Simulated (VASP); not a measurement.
# K (Fm-3m) in VASP: further runs, part 2 of 3

VASP 6.6.1.

**3. Single point, PBE**

The input, run.py:

```python
from ase.calculators.vasp import Vasp
from ase.dft.bandgap import bandgap
from ase.io import read

atoms = read('K.cif', primitive_cell=True, subtrans_included=False)
calc = Vasp(
    directory='calc',
    xc='pbe',
    pp='PBE',
    setups='recommended',
    prec='Accurate',
    encut=520,
    ediff=1e-06,
    ismear=0,
    sigma=0.1,
    lreal=False,
    lasph=True,
    nelm=80,
    algo='Normal',
    isif=2,
    lwave=False,
    lcharg=True,
    lelf=True,
    lvhar=True,
    kpts=[7, 7, 7],
    gamma=True,
)
atoms.calc = calc

print('energy (eV):', atoms.get_potential_energy())
print('free energy (eV):', atoms.get_potential_energy(force_consistent=True))
print('forces (eV/A):')
print(atoms.get_forces())
print('stress (eV/A^3, Voigt):', atoms.get_stress())
print('Fermi level (eV):', calc.get_fermi_level())
gap, top, bottom = bandgap(calc)
print('band gap (eV):', gap, 'from (spin, k, band)', top, 'to', bottom)
```

The input, K.cif:

```cif
data_K
_cell_length_a 6.78374564
_cell_length_b 6.78374564
_cell_length_c 6.78374564
_cell_angle_alpha 90.00000000
_cell_angle_beta 90.00000000
_cell_angle_gamma 90.00000000
_space_group_name_H-M_alt 'Fm-3m'
_space_group_name_Hall '-F 4 2 3'
_space_group_IT_number 225
loop_
_space_group_symop_operation_xyz
'x,y,z'
'-x,-y,-z'
'-y,x,z'
'y,-x,-z'
'-x,-y,z'
'x,y,-z'
'y,-x,z'
'-y,x,-z'
'x,-y,-z'
'-x,y,z'
'-y,-x,-z'
'y,x,z'
'-x,y,-z'
'x,-y,z'
'y,x,-z'
'-y,-x,z'
'z,x,y'
'-z,-x,-y'
'z,-y,x'
'-z,y,-x'
'z,-x,-y'
'-z,x,y'
'z,y,-x'
'-z,-y,x'
'-z,x,-y'
'z,-x,y'
'-z,-y,-x'
'z,y,x'
'-z,-x,y'
'z,x,-y'
'-z,y,x'
'z,-y,-x'
'y,z,x'
'-y,-z,-x'
'x,z,-y'
'-x,-z,y'
'-y,z,-x'
'y,-z,x'
'-x,z,y'
'x,-z,-y'
'-y,-z,x'
'y,z,-x'
'-x,-z,-y'
'x,z,y'
'y,-z,-x'
'-y,z,x'
'x,-z,y'
'-x,z,-y'
'x,y+1/2,z+1/2'
'-x,-y+1/2,-z+1/2'
'-y,x+1/2,z+1/2'
[... 62 lines left out ...]
'-z+1/2,-x,-y+1/2'
'z+1/2,-y,x+1/2'
'-z+1/2,y,-x+1/2'
'z+1/2,-x,-y+1/2'
'-z+1/2,x,y+1/2'
'z+1/2,y,-x+1/2'
'-z+1/2,-y,x+1/2'
'-z+1/2,x,-y+1/2'
'z+1/2,-x,y+1/2'
'-z+1/2,-y,-x+1/2'
'z+1/2,y,x+1/2'
'-z+1/2,-x,y+1/2'
'z+1/2,x,-y+1/2'
'-z+1/2,y,x+1/2'
'z+1/2,-y,-x+1/2'
'y+1/2,z,x+1/2'
'-y+1/2,-z,-x+1/2'
'x+1/2,z,-y+1/2'
'-x+1/2,-z,y+1/2'
'-y+1/2,z,-x+1/2'
'y+1/2,-z,x+1/2'
'-x+1/2,z,y+1/2'
'x+1/2,-z,-y+1/2'
'-y+1/2,-z,x+1/2'
'y+1/2,z,-x+1/2'
'-x+1/2,-z,-y+1/2'
'x+1/2,z,y+1/2'
'y+1/2,-z,-x+1/2'
'-y+1/2,z,x+1/2'
'x+1/2,-z,y+1/2'
'-x+1/2,z,-y+1/2'
'x+1/2,y+1/2,z'
'-x+1/2,-y+1/2,-z'
'-y+1/2,x+1/2,z'
'y+1/2,-x+1/2,-z'
'-x+1/2,-y+1/2,z'
'x+1/2,y+1/2,-z'
'y+1/2,-x+1/2,z'
'-y+1/2,x+1/2,-z'
'x+1/2,-y+1/2,-z'
'-x+1/2,y+1/2,z'
'-y+1/2,-x+1/2,-z'
'y+1/2,x+1/2,z'
'-x+1/2,y+1/2,-z'
'x+1/2,-y+1/2,z'
'y+1/2,x+1/2,-z'
'-y+1/2,-x+1/2,z'
'z+1/2,x+1/2,y'
'-z+1/2,-x+1/2,-y'
'z+1/2,-y+1/2,x'
'-z+1/2,y+1/2,-x'
'z+1/2,-x+1/2,-y'
'-z+1/2,x+1/2,y'
'z+1/2,y+1/2,-x'
'-z+1/2,-y+1/2,x'
'-z+1/2,x+1/2,-y'
'z+1/2,-x+1/2,y'
'-z+1/2,-y+1/2,-x'
'z+1/2,y+1/2,x'
'-z+1/2,-x+1/2,y'
'z+1/2,x+1/2,-y'
'-z+1/2,y+1/2,x'
'z+1/2,-y+1/2,-x'
'y+1/2,z+1/2,x'
'-y+1/2,-z+1/2,-x'
'x+1/2,z+1/2,-y'
'-x+1/2,-z+1/2,y'
'-y+1/2,z+1/2,-x'
'y+1/2,-z+1/2,x'
'-x+1/2,z+1/2,y'
'x+1/2,-z+1/2,-y'
'-y+1/2,-z+1/2,x'
'y+1/2,z+1/2,-x'
'-x+1/2,-z+1/2,-y'
'x+1/2,z+1/2,y'
'y+1/2,-z+1/2,-x'
'-y+1/2,z+1/2,x'
'x+1/2,-z+1/2,y'
'-x+1/2,z+1/2,-y'
loop_
_atom_site_label
_atom_site_type_symbol
_atom_site_symmetry_multiplicity
_atom_site_Wyckoff_symbol
_atom_site_fract_x
_atom_site_fract_y
_atom_site_fract_z
_atom_site_occupancy
K1 K 4 a 0.0000000000 0.0000000000 0.0000000000 1
```

Potentials or basis: VASP PAW PBE potentials, release 64 (K_sv).

Run with:

```
$ python run.py
```

Log:

```text
energy (eV): -1.05526164
free energy (eV): -1.05598405
forces (eV/A):
[[0. 0. 0.]]
stress (eV/A^3, Voigt): [ 0.0012399  0.0012399  0.0012399 -0.        -0.         0.       ]
Fermi level (eV): -0.15905134
band gap (eV): 0.0 from (spin, k, band) (None, None, None) to (None, None, None)
```

OUTCAR:

```text
ENCUT = 520.000000
   EDIFF = 1.00e-06
   GGA = PE
   PREC = Accurate
   ISIF = 2
   ISMEAR = 0
   NELM = 80
   LASPH = .TRUE.
   LREAL = .FALSE.

 ion  position               nearest neighbor table
   1  0.000  0.000  0.000-

  LATTYP: Found a face centered cubic cell.
 ALAT       =     6.7837456400

  Lattice vectors:

 A1 = (   0.0000000000,   3.3918728200,   3.3918728200)
 A2 = (   3.3918728200,   0.0000000000,   3.3918728200)
 A3 = (   3.3918728200,   3.3918728200,   0.0000000000)

Analysis of symmetry for initial positions (statically):
=====================================================================
 Subroutine PRICEL returns:
 Original cell was already a primitive cell.

 Routine SETGRP: Setting up the symmetry group for a
 face centered cubic supercell.

 Subroutine GETGRP returns: Found 48 space group operations
 (whereof 48 operations were pure point group operations)
 out of a pool of 48 trial point group operations.

The static configuration has the point symmetry O_h .

Analysis of symmetry for dynamics (positions and initial velocities):
=====================================================================
 Subroutine PRICEL returns:
 Original cell was already a primitive cell.

 Routine SETGRP: Setting up the symmetry group for a
 face centered cubic supercell.

 Subroutine GETGRP returns: Found 48 space group operations
 (whereof 48 operations were pure point group operations)
 out of a pool of 48 trial point group operations.

The dynamic configuration has the point symmetry O_h .

 Subroutine INISYM returns: Found 48 space group operations
 (whereof 48 operations are pure point group operations),
 and found     1 'primitive' translations

----------------------------------------------------------------------------------------

                                     Primitive cell

  volume of cell :      78.0456

  direct lattice vectors                    reciprocal lattice vectors
     0.000000000  3.391872820  3.391872820    -0.147411187  0.147411187  0.147411187
     3.391872820  0.000000000  3.391872820     0.147411187 -0.147411187  0.147411187
     3.391872820  3.391872820  0.000000000     0.147411187  0.147411187 -0.147411187

  length of vectors
     4.796832544  4.796832544  4.796832544     0.255323666  0.255323666  0.255323666

[... 73 lines left out ...]
   EDIFF  = 0.1E-05   stopping-criterion for ELM
   LREAL  =      F    real-space projection
   EDIFFG = 0.1E-04   stopping-criterion for IOM
   NSW    =      0    number of steps for IOM
   IBRION =     -1    ionic relax: 0-MD 1-quasi-New 2-CG
   NFREE  =      0    steps in history (QN), initial steepest desc. (CG)
   ISIF   =      2    stress and relaxation
   ISYM   =      2    0-nonsym 1-usesym 2-fastsym
   POTIM  = 0.5000    time-step for ionic-motion
   TEBEG  =    0.0;   TEEND  =   0.0 temperature during run
   PSTRESS=    0.0 pullay stress
   NELECT =       9.0000    total number of electrons
   NUPDOWN=      -1.0000    fix difference up-down
   EMIN   =  10.00;   EMAX   =-10.00  energy-range for DOS
   EFERMI =   0.00;   METHOD = LEGACY
   ISMEAR =     0;   SIGMA  =   0.10  broadening in eV -4-tet -1-fermi 0-gaus
   EFERMI_NEDOS =   21; number of points for ismear=-14 and -15
   IALGO  =     38    algorithm
   IMIX   =      4    mixing-type and parameters
     AMIX     =   0.40;   BMIX     =  1.00
     AMIX_MAG =   1.60;   BMIX_MAG =  1.00
  volume/ion in A,a.u.               =      78.05       526.68
  Fermi-wavevector in a.u.,A,eV,Ry     =   0.796843  1.505815  8.639139  0.634959
  Thomas-Fermi vector in A             =   1.903445
   LORBIT       =      0    0 simple, 1 ext, 2 COOP (PROOUT), +10 PAW based schemes
   GGA     = PE    functional components
   LHFCALC =     F    Hartree Fock is set to
   AEXX    =    0.0000 exact exchange contribution
   IVDW    =     0    specifies the selected vdW correction
   LEPSILON=     F    determine dielectric tensor
   LRPA    =     F    only Hartree local field effects (RPA)
 non-spin polarized calculation
 Gauss-broadening in eV      SIGMA  =   0.10
  energy-cutoff  :      520.00
  volume of cell :       78.05
 maximum number of plane-waves:      2126
   NGX = 17   NGY = 17   NGZ = 17

 number of electron       9.0000001 magnetization

 Free energy of the ion-electron system (eV)
  ---------------------------------------------------
  ext. energy  EPLUGINS =         0.00000000
  ---------------------------------------------------
  free energy    TOTEN  =        -1.05598405 eV

  energy without entropy =       -1.05453922  energy(sigma->0) =       -1.05526164

 E-fermi :  -0.1591     XC(G=0):  -5.5099

 val. band max:       -0.4202917756   @ k =   0.4286   0.2857   0.0000
 cond. band min:      -0.1013465999   @ k =  -0.2857   0.2857   0.0000
 fundamental gap:      0.3189451757
 Fermi energy:        -0.1590513354

 k-point     1 :       0.0000    0.0000    0.0000
  band No.  band energies     occupation
      1     -32.4112      2.00000
      2     -15.8652      2.00000
      3     -15.8652      2.00000
      4     -15.8652      2.00000
      5      -2.3200      2.00000
      6       3.9062      0.00000
      7       3.9062      0.00000
      8       3.9062      0.00000
[... 199 lines left out ...]
 k-point    20 :      -0.2857    0.4286    0.1429
  band No.  band energies     occupation
      1     -32.4076      2.00000
      2     -15.9024      2.00000
      3     -15.8992      2.00000
      4     -15.8827      2.00000
      5       0.9473      0.00000
      6       1.3829      0.00000
      7       1.4882      0.00000
      8       3.0363      0.00000

------------------------ aborting loop because EDIFF is reached ----------------------------------------

  FORCE on cell =-STRESS in cart. coord.  units (eV):
  Direction    XX          YY          ZZ          XY          YZ          ZX
  --------------------------------------------------------------------------------------
  -------------------------------------------------------------------------------------
  Total       -0.0967685     -0.0967685     -0.0967685      0.0000000      0.0000000      0.0000000
  in kB       -1.9865334     -1.9865334     -1.9865334      0.0000000      0.0000000      0.0000000
  external PRESSURE =      -1.9865334 kB  Pullay stress =       0.0000000 kB

 VOLUME and BASIS-vectors are now :
 -----------------------------------------------------------------------------
  energy-cutoff  :      520.00
  volume of cell :       78.05
      direct lattice vectors                 reciprocal lattice vectors
     0.000000000  3.391872820  3.391872820    -0.147411187  0.147411187  0.147411187
     3.391872820  0.000000000  3.391872820     0.147411187 -0.147411187  0.147411187
     3.391872820  3.391872820  0.000000000     0.147411187  0.147411187 -0.147411187

 POSITION                                       TOTAL-FORCE (eV/Angst)
 -----------------------------------------------------------------------------------
      0.00000      0.00000      0.00000         0.000000      0.000000      0.000000
 -----------------------------------------------------------------------------------
    total drift:                               -0.000000      0.000000      0.000000

  FREE ENERGIE OF THE ION-ELECTRON SYSTEM (eV)
  ---------------------------------------------------
  free  energy   TOTEN  =        -1.0559840504 eV

  energy  without entropy=       -1.0545392201  energy(sigma->0) =       -1.05526164
```

INCAR:

```text
ENCUT = 520.000000
SIGMA = 0.100000
EDIFF = 1.00e-06
ALGO = Normal
GGA = PE
PREC = Accurate
ISIF = 2
ISMEAR = 0
NELM = 80
LASPH = .TRUE.
LCHARG = .TRUE.
LELF = .TRUE.
LVHAR = .TRUE.
LWAVE = .FALSE.
LREAL = .FALSE.
```

Wall time 16 s (1 thread of Intel Xeon Platinum 8488C (Sapphire Rapids), shared host); peak memory 0.2 GiB.

What came out:

```yaml
Free_energy: -1.0560 eV
Pressure: -0.2 GPa
Band_gap_on_the_k_mesh: none (metal or under the smearing width)
```

[end of part 2 of 3]
